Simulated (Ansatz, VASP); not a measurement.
# One calculation of GaAs, two programs

File INCAR:

```
PREC = Accurate ; ENCUT = 520
EDIFF = 1E-6 ; ISMEAR = -1
SIGMA = 0.05 ; LREAL = F
LASPH = T ; NELM = 80
ALGO = Normal ; ISIF = 2
LWAVE = F ; LCHARG = F
GGA = PE ; NBANDS = 16
```

Contents of KPOINTS:

```
Automatic mesh
0
Gamma
  13 13 13
```

Contents of POSCAR:

```
GaAs
1.0
    0.0000000000      2.6668571925      2.6668571925
    2.6668571925      0.0000000000      2.6668571925
    2.6668571925      2.6668571925      0.0000000000
Ga As
1 1
Direct
    0.0000000000      0.0000000000      0.0000000000
    0.2500000000      0.2500000000      0.2500000000
```

Input for Ansatz:

```yaml
crystal:
  lattice:
    - [0.0, 2.6668571925, 2.6668571925]
    - [2.6668571925, 0.0, 2.6668571925]
    - [2.6668571925, 2.6668571925, 0.0]
  atoms:
    - { symbol: Ga, position: [0.0, 0.0, 0.0] }
    - { symbol: As, position: [0.25, 0.25, 0.25] }
kpoints:
  mp_grid: { grid: [13, 13, 13] }
scf:
  occupations: { method: fermi_dirac, width: 0.05 }
hamiltonian:
  xc: pbe
  pseudopotentials: { kind: all_electron, lapw: { basis_error: 0.001 } }
output:
  forces: true
  stress: true
  eigenvalues: true
  populations: true
```

Change from the starting cell: volume scaled by 0.8, LAPW.

Alike in both runs: task single point; functional PBE; k mesh 13 × 13 × 13; occupations fermi-dirac, width 0.05 eV; no spin polarisation.

```csv
,VASP,Ansatz
version,VASP 6.6.1,Ansatz 0.2.0
potentials or method,"VASP PAW PBE potentials, release 64 (Ga_d, As)","all-electron LAPW, scalar-relativistic"
plane-wave cutoff (eV),520,see its input
```

|  | VASP | Ansatz | Ansatz less VASP |
| --- | --- | --- | --- |
| pressure (GPa) | 23.1 | 22.7 | -0.36 |

Ansatz ran all-electron here, so the differences hold the error of VASP's frozen core and of both bases.

Caveats: so large a pressure means that the cell lies far from this level's equilibrium, or that cutoff or potentials fall short (VASP); an odd mesh through Γ misses points on the zone boundary, where band edges often lie.
